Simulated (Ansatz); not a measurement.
**FeGe (P6/mmm): a single-point run**

The task is a single-point run on FeGe (P6/mmm). The structure is shown as the input types it.

Method: DFT r2SCAN, scalar-relativistic, plane waves, PAW, in Ansatz 0.2.0.

1 further run of the same task is left out (set aside as unsound or not needed). Runs told in other sessions of the task aren't counted.

**1. The starting structure**

The structure is hexagonal, space group P6/mmm (No. 191). Conventional cell: a = 4.994 Å, b = 4.994 Å, c = 4.115 Å, α = 90.00°, β = 90.00°, γ = 120.00°. Fe (site symmetry mmm) has 4 Fe at 2.50 Å and 6 Ge at 2.50 to 2.51 Å in its first shell of neighbours. Around Ge (site symmetry 6/mmm) lie 6 Fe at 2.50 Å. Ge (site symmetry -6m2) has 6 Fe at 2.51 Å and 3 Ge at 2.88 Å in its first shell of neighbours.

As a file:

```
CELL_PARAMETERS angstrom
4.99358 0.00000 0.00000
-2.49679 4.32457 0.00000
0.00000 0.00000 4.11525
ATOMIC_POSITIONS crystal
Fe 0.50000 0.00000 0.00000
Fe 0.50000 0.50000 0.00000
Fe 0.00000 0.50000 0.00000
Ge 0.00000 0.00000 0.00000
Ge 0.33333 0.66667 0.50000
Ge 0.66667 0.33333 0.50000
```

**2. The run**

input.yaml

```yaml
crystal:
  lattice:
    - [4.993579349296, 2.886756211298e-11, 0.0]
    - [-2.496789674673, 4.324566572289, 0.0]
    - [0.0, 0.0, 4.1152529043]
  atoms:
    - { symbol: Fe, position: [0.5, 0.0, 0.0], spin: 2.5 }
    - { symbol: Fe, position: [0.5, 0.5, 0.0], spin: 2.5 }
    - { symbol: Fe, position: [0.0, 0.5, 0.0], spin: 2.5 }
    - { symbol: Ge, position: [0.0, 0.0, 0.0] }
    - { symbol: Ge, position: [0.3333333333333, 0.6666666666667, 0.5] }
    - { symbol: Ge, position: [0.6666666666667, 0.3333333333333, 0.5] }
basis:
  ecutwfc: 500
  ecutrho_ratio: 4
kpoints:
  mp_grids: { grid: [8, 8, 8] }
hamiltonian:
  xc: r2scan
scf:
  occupations: { method: gaussian, width: 0.05 }
  max_iter: 60
output:
  forces: true
  stress: true
magnetization:
  spin_polarized: true
```

Started as:

```sh
ansatz run input.yaml --threads 4 --pin off --max-ram 7168MiB --backend cpu --events-out ev --progress --plain --runs-dir out
```

**Question.** How will this run end, and is anything wrong with its input?

The program refused the input before any cycle. It says: «line 17 column 3: unknown field `mp_grids`, expected one of mp_grid, list, band_path, initial_grid, further_shifts»

In the input, kpoints.mp_grids.grid is [8, 8, 8]; kpoints.mp_grid.grid is missing. A key is misspelt, and the program accepts no key that it doesn't know.

What to do: spell the key as the program lists it.
